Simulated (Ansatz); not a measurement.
# KBr (P6_3/mmc, relaxed from the wurtzite prototype): optical response by level

Aim: the dielectric function of KBr (P6_3/mmc, relaxed from the wurtzite prototype) in the independent-particle picture, and how it depends on the functional and on the gap. Plan: HSE06 for the gap; optics with PBE on 6×6×4; optics with r2SCAN on 6×6×4; optics with PBE and scissors to the HSE06 gap on 6×6×4; optics with PBE with spin-orbit coupling on 6×6×2.

Method: plane waves, PAW; no local fields, no excitons, in Ansatz 0.2.0.

1 further run of the same task is left out (it didn't finish).

## 1. The structure to begin with

The structure is hexagonal, space group P6_3/mmc (No. 194). The conventional cell has a = 5.619 Å, b = 5.619 Å, c = 6.554 Å, α = 90.00°, β = 90.00°, γ = 120.00°. K (site symmetry -6m2) has 5 Br at 3.24 to 3.28 Å as nearest neighbours. Br (site symmetry -6m2) is surrounded by 5 K at 3.24 to 3.28 Å.

Structure file:

```cif
data_structure
_symmetry_space_group_name_H-M 'P6_3/mmc'
_symmetry_Int_Tables_number 194
_cell_length_a 5.6186
_cell_length_b 5.6186
_cell_length_c 6.5538
_cell_angle_alpha 90.000
_cell_angle_beta 90.000
_cell_angle_gamma 120.000
_cell_volume 179.18
loop_
_atom_site_label
_atom_site_type_symbol
_atom_site_symmetry_multiplicity
_atom_site_Wyckoff_symbol
_atom_site_fract_x
_atom_site_fract_y
_atom_site_fract_z
_atom_site_occupancy
K1 K 2 d 0.33333 0.66667 0.75000 1
Br1 Br 2 c 0.33333 0.66667 0.25000 1
```

The cell was relaxed beforehand with r2SCAN; those runs aren't shown.

## 2. HSE06 levels at special points

File input.yaml:

```yaml
crystal:
  lattice:
    - [5.6185814494, 0.0, 0.0]
    - [-2.8092907247, 4.8658342684, 0.0]
    - [0.0, 0.0, 6.5538300027]
  atoms:
    - { symbol: K, position: [0.3333333333, 0.6666666667, -0.0625] }
    - { symbol: K, position: [0.6666666667, 0.3333333333, 0.4375] }
    - { symbol: Br, position: [0.3333333333, 0.6666666667, 0.4375] }
    - { symbol: Br, position: [0.6666666667, 0.3333333333, 0.9375] }
kpoints:
  mp_grid: { grid: [6, 6, 2] }
  band_path:
    path:
      - [0.0, 0.0, 0.0]
      - [0.5, 0.0, 0.0]
      - [0.3333333333, 0.3333333333, 0.0]
      - [0.0, 0.0, 0.5]
      - [0.5, 0.0, 0.5]
      - [0.3333333333, 0.3333333333, 0.5]
    npoints: 1
hamiltonian:
  xc: hse06
scf:
  occupations: { method: fixed }
  n_extra_bands: 5
output:
  forces: true
  stress: true
  eigenvalues: true
```

Run with:

```console
> ansatz run input.yaml --threads 4 --pin off --max-ram 3686MiB --backend cpu --events-out ev --progress --plain --runs-dir out
```

After this run come: Optics, PBE; Optics, r2SCAN; Optics, PBE with a scissors shift; Optics, PBE with spin-orbit coupling.

Q: Predict the results of all the runs planned. Wanted: ε∞, PBE; ε∞, r2SCAN; ε∞, PBE with spin-orbit coupling; tallest peak of ε₂, PBE; tallest peak of ε₂, r2SCAN; tallest peak of ε₂, PBE with spin-orbit coupling; HSE06 direct gap.

The runs gave:

| quantity | value |
| --- | --- |
| ε∞, PBE | 2.44 (xx, yy), 2.49 (zz) |
| ε∞, r2SCAN | 2.29 (xx, yy), 2.33 (zz) |
| ε∞, PBE + 1.11 eV scissors | 2.29 (xx, yy), 2.32 (zz) |
| ε∞, PBE with spin-orbit coupling | 2.19 (xx, yy), 2.26 (zz) |
| tallest peak of ε₂, PBE | 3.9 at 8.75 eV |
| tallest peak of ε₂, r2SCAN | 3.6 at 9.55 eV |
| tallest peak of ε₂, PBE + 1.11 eV scissors | 3.9 at 9.90 eV |
| tallest peak of ε₂, PBE with spin-orbit coupling | 3.8 at 8.65 eV (complete to 10.8 eV) |
| HSE06 direct gap | 5.30 eV |

**Reading.** PBE + 1.11 eV scissors has the widest direct gap (5.30 eV) and PBE with spin-orbit coupling the narrowest (4.10 eV); ε∞ is 2.30 and 2.21 (mean of the axes). Spin-orbit coupling moves the direct gap by -0.09 eV; ε∞ doesn't compare between these two runs, as the bands summed differ. The meshes differ between the runs, and peak heights and places move with the mesh, so part of any difference isn't the level's. The response is anisotropic: with PBE ε∞ is 2.44 (xx, yy), 2.49 (zz). Local fields and excitons are left out: both change ε∞, and without excitons the onset lacks its lines.
